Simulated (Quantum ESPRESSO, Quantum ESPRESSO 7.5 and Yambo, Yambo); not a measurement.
**How the form of the self-energy moves the gap of SiC (F-43m)**

How much does the gap of SiC (F-43m) depend on the approximation to the self-energy?

Program: Quantum ESPRESSO 7.5 and Yambo 5.3.0. Level of theory: PBE and many-body steps on it, plane waves. Results are calculated unless marked as measured.

**What was measured.**

- Gap 2.4 eV: Tauc optical (indirect) gap of annealed polycrystalline 3C-SiC; UV-VIS spectroscopic ellipsometry, Tauc analysis; film (CVD ultrathin polycrystalline film, annealed, about 5 nm grains) (“On-Demand CMOS-Compatible Fabrication of Ultrathin Self-Aligned SiC Nanowire Arrays”, 2018, pmc:6267454).

- Gap 2.39 eV: band gap at cryogenic temperature; bulk crystal (literature value) (quoted in “Silicon carbide diodes for neutron detection”, 2020, arxiv:2009.14696).

## Step 1: Starting point

It takes space group F-43m (No. 216, cubic). The conventional cell has a = 4.358 Å, b = 4.358 Å, c = 4.358 Å, α = 90.00°, β = 90.00°, γ = 90.00°. Si has 4 C at 1.89 Å nearest. Nearest to C lie 4 Si at 1.89 Å. Farther neighbours are not listed.

The cell and positions come from the Crystallography Open Database and are kept as given unless a step says otherwise.

## Step 2: Empty states on the mesh, 6×6×6 mesh, 136 bands

This step: Quantum ESPRESSO 7.5; DFT, PBE, plane waves, norm-conserving pseudopotentials.

The sums over transitions need many empty states on a uniform mesh; this step solves for them.

Input file pw.in:

```
&control
  calculation = 'nscf'
  prefix = 'x'
  outdir = 'o'
  pseudo_dir = 'pseudo'
/
&system
  ibrav = 0
  nat = 2
  ntyp = 2
  ecutwfc = 74.0
  nbnd = 136
  force_symmorphic = .true.
/
&electrons
  conv_thr = 1e-9
  electron_maxstep = 80
  diago_full_acc = .true.
  diago_thr_init = 5e-6
/
ATOMIC_SPECIES
  Si 28.085 Si.upf
  C 12.011 C.upf
CELL_PARAMETERS angstrom
  -0.0000000000 2.1790000000 2.1790000000
  2.1790000000 0.0000000000 2.1790000000
  2.1790000000 2.1790000000 -0.0000000000
ATOMIC_POSITIONS crystal
  Si 0.0000000000 0.0000000000 0.0000000000
  C 0.2500000000 0.2500000000 0.2500000000
K_POINTS automatic
  6 6 6 0 0 0
```

The run is started by

```sh
$ OMP_NUM_THREADS=1 mpirun -n 8 pw.x -nk 4 -in pw.in > pw.out
```

The program printed:

```text
Program PWSCF v.7.5 starts

     This program is part of the open-source Quantum ESPRESSO suite
     for quantum simulation of materials; please cite
         "P. Giannozzi et al., J. Phys.:Condens. Matter 21 395502 (2009);
         "P. Giannozzi et al., J. Phys.:Condens. Matter 29 465901 (2017);
         "P. Giannozzi et al., J. Chem. Phys. 152 154105 (2020);
     in publications or presentations arising from this work. More details at

     Atomic positions and unit cell read from directory:
     o/x.save/

     Message from routine setup:
[...]
k = 0.2357 0.2357-0.2357 (  1501 PWs)   bands (ev):

[...]
[... 5 further rows ...]
   176.9764 176.9764 180.6063 181.0532 181.0532 182.6460 182.9719 182.9719
   184.4603 184.4603 184.6601 184.6976 185.2549 185.2549 187.6674 188.4802

          k =-0.3536-0.3536 0.3536 (  1502 PWs)   bands (ev):

     [... further k-points ...]

     highest occupied, lowest unoccupied level (ev):     9.4961   10.8574

     XML data file, pseudopotentials, collected wavefunctions

=------------------------------------------------------------------------------=
   JOB DONE.
=------------------------------------------------------------------------------=
```

It took 3 s on 8 MPI ranks of Intel Xeon 6975P-C (Granite Rapids), shared host; peak memory 0.45 GiB.

This step gave:

| Item | Value |
| --- | --- |
| gap | 1.361 eV |
| k of the valence top | 0, 0, 0 |
| k of the conduction bottom | 0, -0.5, -0.5 |
| least direct gap | 4.553 eV |
| k points computed | 16 |
| lowest point of the top converged band, above the valence top | 174.4647 eV |

On this mesh the gap is 1.361 eV.

The density comes from a self-consistent run that is not shown.

## Step 3: Conversion and set-up

This step: Yambo 5.3.0; conversion and set-up on PBE, plane waves, norm-conserving pseudopotentials.

The states are converted to the many-body program's format and the q mesh is built.

The run is started by

```sh
$ (cd o/x.save; p2y > p2y.log; mv SAVE ../..); yambo > setup.log
```

The program printed:

```text
 Yambo, version 5.3.0

 [02] CORE Variables Setup
 =========================

  [02.01] Unit cells
  ==================

  Cell kind             :  FCC
  Atoms in the cell     :  Si  C
  number of Si atoms    :  1
  number of C  atoms    :  1

  List of atomic masses
  Mass of Si    :  28.08500
  Mass of C     :  12.01100

  List of atomic coordinates    : [cc]
  Si1       :  0.000000  0.000000  0.000000  order 1
  C1       :  2.058857  2.058857  2.058857  order 2

  Alat factors          :  4.117713  4.117713  4.117713 [a.u.]
  Direct lattice volume :  139.6363 [a.u.]
[...]
Q [ 1]         [rlu]:  0.000000  0.000000  0.000000
 Q [ 2]         [rlu]:  0.16734E-16  0.16734E-16  0.16667
 Q [ 3]         [rlu]:  0.33468E-16  0.33468E-16  0.33333
[...]
Q [ 8]         [rlu]: -0.19076E-16  0.16667     -0.33333
 Q [ 9]         [rlu]: -0.57120E-17  0.16667     -0.16667
 Q [10]         [rlu]: -0.31459E-17  0.33333      0.33333
     [... 4 further rows ...]
 Q [15]         [rlu]:  0.166667  0.333333 -0.333333
 Q [16]         [rlu]:  0.166667 -0.500000 -0.333333

  [03.01] X indexes
  =================

   [03.01.01] Sigma indexes
   ========================

 [06] Game Over & Game summary
```

It took 2.4 s on 1 MPI rank; peak memory 0.24 GiB.

## Step 4: G0W0, Godby-Needs plasmon pole

Now the one-shot GW correction: screening in the RPA, then the self-energy of the levels asked for.

This step: G0W0 on PBE, plane waves, norm-conserving pseudopotentials.

Input file gw2.in:

```
HF_and_locXC
gw0
dyson
ppa
em1d
rim_cut
RandQpts= 1000000
RandGvec= 1 RL
EXXRLvcs= 74 Ry
VXCRLvcs= 296 Ry
Chimod= "HARTREE"
% BndsRnXp
 1 | 58 |
%
NGsBlkXp= 10.5 Ry
% LongDrXp
 1 | 1 | 1 |
%
% GbndRnge
 1 | 58 |
%
DysSolver= "n"
ExtendOut
PPAPntXp= 27.21138 eV
% QPkrange
 1 | 1 | 3 | 6 |
 13 | 13 | 3 | 6 |
%
```

The run is started by

```sh
$ OMP_NUM_THREADS=1 mpirun -n 8 yambo -F gw2.in -J gw2 -C gw2 > gw2.log
```

The program printed:

```text
 Yambo, version 5.3.0

 [02] CORE Variables Setup
 =========================

  [... cell, symmetries and grids as in the set-up ...]

  [02.05] Energies & Occupations
  ==============================

  [X] === General ===
  [X] Electronic Temperature                        :  0.000000  0.000000 [eV K]
  [X] Bosonic    Temperature                        :  0.000000  0.000000 [eV K]
  [X] Finite Temperature mode                       : no
  [X] El. density                                   :  0.38662E+24 [cm-3]
  [X] Fermi Level                                   :  9.496070 [eV]

  [X] === Gaps and Widths ===
  [X] Conduction Band Min                           :  1.361356 [eV]
  [X] Valence Band Max                              :  0.000000 [eV]
  [X] Filled Bands                                  :   4
  [X] Empty Bands                                   :    5  136
  [X] Direct Gap                                    :  4.552961 [eV]
  [X] Direct Gap localized at k                     :  13
  [X] Indirect Gap                                  :  1.361356 [eV]
  [X] Indirect Gap between kpts                     :   1  13
  [X] Last valence band width                       :  4.386317 [eV]
  [X] 1st conduction band width                     :  5.670360 [eV]

 [03] Transferred momenta grid and indexing
 ==========================================

 IBZ Q-points                                      :  16
 BZ  Q-points                                      :  216

 K/Q-points units:
 rlu = crystal or reduced units; cc = cartesian coordinates; iku = interal k-units

 Q [ 1]         [rlu]:  0.000000  0.000000  0.000000
 Q [ 2]         [rlu]:  0.16734E-16  0.16734E-16  0.16667
 Q [ 3]         [rlu]:  0.33468E-16  0.33468E-16  0.33333
 Q [ 4]         [rlu]:  0.17304E-16  0.17304E-16 -0.50000
 Q [ 5]         [rlu]: -0.19763E-16  0.16667      0.16667
 Q [ 6]         [rlu]:  0.28560E-17  0.16667      0.33333
 Q [ 7]         [rlu]: -0.47957E-17  0.16667      0.50000
 Q [ 8]         [rlu]: -0.19076E-16  0.16667     -0.33333
 Q [ 9]         [rlu]: -0.57120E-17  0.16667     -0.16667
 Q [10]         [rlu]: -0.31459E-17  0.33333      0.33333
     [... 4 further rows ...]
 Q [15]         [rlu]:  0.166667  0.333333 -0.333333
 Q [16]         [rlu]:  0.166667 -0.500000 -0.333333

 [04] Coloumb potential Random Integration (RIM)
 ===============================================

  [04.01] RIM initialization
  ==========================

  * Diagonal components only detected *

  8 x (sBL volume)        :  0.065793 [a.u.]
  sBZ random points       :  1000000
  Points outside the sBZ  :   7968281
  RL volume               :  1.776402 [a.u.]
  Integrated volume       :  1.783474 [a.u.]

  [04.02] RIM integrals
  =====================

  Gamma point sphere radius             :  0.073228 [a.u.]
  Points outside the sphere             :   800476
  [Int_sBZ(q=0) 1/q^2]*(Vol_sBZ)^(-1/3) =:  7.776341
                                 should be <:  7.795600

  Summary of Coulomb integrals for non-metallic bands |Q|[au] RIM/Bare

  Q [1] 0.100000E-4 0.997530 * Q [2] 0.220244 1.068480
  Q [5] 0.254315 1.068537 * Q [9] 0.359656 1.030488
  Q [6] 0.421734 1.023143 * Q [3] 0.440487 1.020326
  Q [10] 0.508631 1.017560 * Q [8] 0.554267 1.014854
  Q [14] 0.568666 1.014341 * Q [7] 0.622943 1.012352
  Q [11] 0.660731 1.011710 * Q [4] 0.660731 1.011454
  Q [12] 0.719312 1.010544 * Q [15] 0.752275 1.009943
  Q [13] 0.762946 1.009481 * Q [16] 0.804216 1.008827

 [WARNING] [Xp] User bands 1-58 break level degeneracy

 [05] Dipoles
 ============

  [05.01] Setup: observables and procedures
  =========================================

 [06] Dynamic Dielectric Matrix (PPA)
 ====================================

 [SLK-Inversion]  Pools        :  2
 [SLK-Inversion]  BLACS grid   :  2  2

 [WR./gw2//ndb.pp]---------------------------------------------------------------
  Brillouin Zone Q/K grids (IBZ/BZ)                :   16  216   16  216
  RL vectors                                       :  2085 [WF]
  Coulomb cutoff potential                         : none
  Electronic Temperature                           :  0.000000 [K]
  Bosonic    Temperature                           :  0.000000 [K]
  PPA    diel. fun.  energies                      : Perdew, Burke & Ernzerhof(X)+Perdew, Burke & Ernzerhof(C)
  wavefunctions                                    : Perdew, Burke & Ernzerhof(X)+Perdew, Burke & Ernzerhof(C)
  Global Gauge                                     : length
  X matrix size                                    :   89
  X band range                                     :    1   58
  X e/h energy range                               : -1.000000 -1.000000 [eV]
  X Time ordering                                  : R
  X Hxc Kernel                                     : HARTREE
  X Drude frequency                                :  0.000000  0.000000
  X poles                                          :  100.0000 [o/o]
  RL vectors in the sum                            :  2085
  [r,Vnl] included                                 : yes
  Field direction                                  :  0.577350E-5  0.577350E-5  0.577350E-5
  BZ energy Double Grid                            : no
  BZ energy DbGd points                            : 0
  BZ Q point size factor                           : -1.000000
  X Optical Averaged directions                    : none

 [07] Local Exchange-Correlation + Non-Local Fock
 ================================================

 [VXC] Plane waves :  12039
 [EXS] Plane waves :  1471

 QP @ state[ 1 ] K range:  1  1
 QP @ state[ 1 ] b range:   3   6
 QP @ state[ 2 ] K range:  13  13
 QP @ state[ 2 ] b range:   3   6

 [xc] Functional : Perdew, Burke & Ernzerhof(X)+Perdew, Burke & Ernzerhof(C)
 [xc] LIBXC used to calculate xc functional
  PP Number of Atomic Species                      :  2
  NLCC RL compoments                               :  12039
  PP Number of Atomic Species                      :  2
  NLCC RL compoments                               :  12039

 [xc] E_xc :  -3.047449 [Ha]
      E_xc :  -6.094897 [Ry]

  Local XC kind (lXC) : Perdew, Burke & Ernzerhof(X)+Perdew, Burke & Ernzerhof(C)
  Non-Local XC kind (nlXC) : Hartree-Fock

  Corrections @ K [1] :  [eV]
 <3|nlXC|3> = -17.50940  0.14119E-17 <3|lXC|3> = -14.92963  0.000000
 <4|nlXC|4> = -17.50935 -0.68576E-18 <4|lXC|4> = -14.92963  0.75527E-15
 <5|nlXC|5> = -7.587559 -0.44225E-17 <5|lXC|5> = -13.21316  0.000000
 <6|nlXC|6> = -5.869221  0.74095E-18 <6|lXC|6> = -11.32674  0.000000

  Corrections @ K [13] :  [eV]
 <3|nlXC|3> = -17.38868  0.22759E-18 <3|lXC|3> = -13.56722  0.000000
 <4|nlXC|4> = -17.38867  0.23671E-17 <4|lXC|4> = -13.56722  0.000000
 <5|nlXC|5> = -6.436576  0.24051E-17 <5|lXC|5> = -10.50524  0.23602E-16
 <6|nlXC|6> = -6.009783 -0.24854E-17 <6|lXC|6> = -10.76975  0.000000

 [08] Dyson equation: Newton solver
 ==================================

  [08.01] G0W0 (W PPA)
  ====================

  [  GW  ] Bands range     :    1   58
  [GW/PPA] G damping       :  0.100000 [eV]

  QP @ state[ 1 ] K range:  1  1
  QP @ state[ 1 ] b range:   3   6
  QP @ state[ 2 ] K range:  13  13
  QP @ state[ 2 ] b range:   3   6

   Sc/G bands                                       :    1   58
   Sc/G damping                                     :  0.100000 ev
   Sc bands terminator                              : no
   Sx RL components                                 :  1471

   QP @ state[ 1 ] K range                          :  1  1
   QP @ state[ 1 ] b range                          :   3   6
   QP @ state[ 2 ] K range                          :  13  13
   QP @ state[ 2 ] b range                          :   3   6
   GF energies kind                                 : Perdew, Burke & Ernzerhof(X)+Perdew, Burke & Ernzerhof(C)
   GF WF`s kind                                     : Perdew, Burke & Ernzerhof(X)+Perdew, Burke & Ernzerhof(C)
   Xs energies kind                                 : Perdew, Burke & Ernzerhof(X)+Perdew, Burke & Ernzerhof(C)
   Xs WF`s kind                                     : Perdew, Burke & Ernzerhof(X)+Perdew, Burke & Ernzerhof(C)

 [11] Game Over & Game summary
```

Wall time 20 s (8 MPI ranks); peak memory 2.5 GiB; 2.3 min of CPU time.

This step gave:

```yaml
g0w0_gap_on_the_points_computed: 2.005 eV
starting_gap_on_the_mesh: 1.361 eV
k_of_the_valence_top: 0, 0, 0
k_of_the_conduction_bottom: 0, -0.5, -0.5
least_direct_g0w0_gap_on_the_computed_points: 5.553 eV
z_at_the_valence_top: 0.7978
z_at_the_conduction_bottom: 0.8235
```

The gap on the mesh goes from 1.36 eV to 2.01 eV, a correction of +0.64 eV.

(Part 1 of 2 ends here.)

[Paths, hosts, dates, memory and timing lines, banners, echoed tables and standing remarks are left out of the program output.]

[Logs are printed without paths, hosts, clocks, repeated set-up lines and the standing remarks that a program may print on its own settings, such as how far it seeks lower states.]

[Runs of the session that timed out or met a known fault of the program may be left out.]

[Hosts, paths, dates, database ids (printed as entryN), source tags and the programs' standing remarks are cut or masked in the printed files.]
